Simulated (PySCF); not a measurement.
Unknown compound

An unknown has the formula C₇H₁₀. Its calculated NMR data are:

$^{1}$H NMR (300 MHz, computed): δ 6.36 (m, 2H), 2.31 (m, 2H), 1.37 (m, 2H), 1.10 (d of quint, J = 8.8, 2.1 Hz, 1H), 0.82 (m, 2H), 0.81 (dt, J = 8.8, 1.7 Hz, 1H).

$^{13}$C{$^{1}$H} NMR (computed): δ 147.3 (CH, 2C), 46.4 (CH2), 37.1 (CH, 2C), 23.9 (CH2, 2C).

Method: B3LYP/pcJ-1 coupling constants (without the spin–dipole term), PBE0-D3(BJ)/def2-SVP structure, HF/pcSseg-1 with gauge-including orbitals, in PySCF 2.14.0 with density-fitted response routines (non-relativistic Hamiltonian, rapidly exchanging positions averaged, in vacuum, one conformer).

Shifts are taken against calculated references (same method and geometry level): TMS for $^{1}$H (σ = 31.69 ppm), $^{13}$C (σ = 190.85 ppm).

Question: Deduce the structure.

Answer: 
Rings plus π bonds: 3 (2 rings in the answer). 4 carbon signals for 7 carbons: some carbons are equivalent by symmetry or fast rotation. Carbon types of the structure: 4 × CH, 3 × CH2, which accounts for all hydrogens. δC 147.3: alkene CH; as expected for a trigonal carbon in a double bond. δC 46.4, 23.9: sp3 CH2 in a ring; saturated and bonded to C and H only. δC 37.1: allylic sp3 CH; aliphatic region, no heteroatom directly attached. δH 6.36: hydrogen on an alkene CH; olefinic region. δH 2.31: hydrogen on an allylic sp3 CH; allylic position. δH 1.37, 1.10, 0.82, 0.81: hydrogen on an sp3 CH2 in a ring. The protons at 1.10 and 0.81 share a coupling of 8.8 Hz (geminal).

The compound is `C1=C[C@H]2CC[C@@H]1C2`.

The shifts were computed for this structure.

Splittings below 1 Hz are ignored in the labels, and close J values are merged. Couplings among chemically equivalent protons are left out too, so labels in AA′BB′ or AA′XX′ sets are apparent multiplicities. Unscaled 3J(H,H) at this level run about 10 % above measured values. Shifts are as computed. Against solution values, carbons near 30 ppm lie about -0 ppm off and those near 130 ppm about +7 ppm. Of 1211 compounds with measured shifts, 218 miss one by over three times the rms of a fit or turn the order of signals round; such compounds aren't used in these exercises.
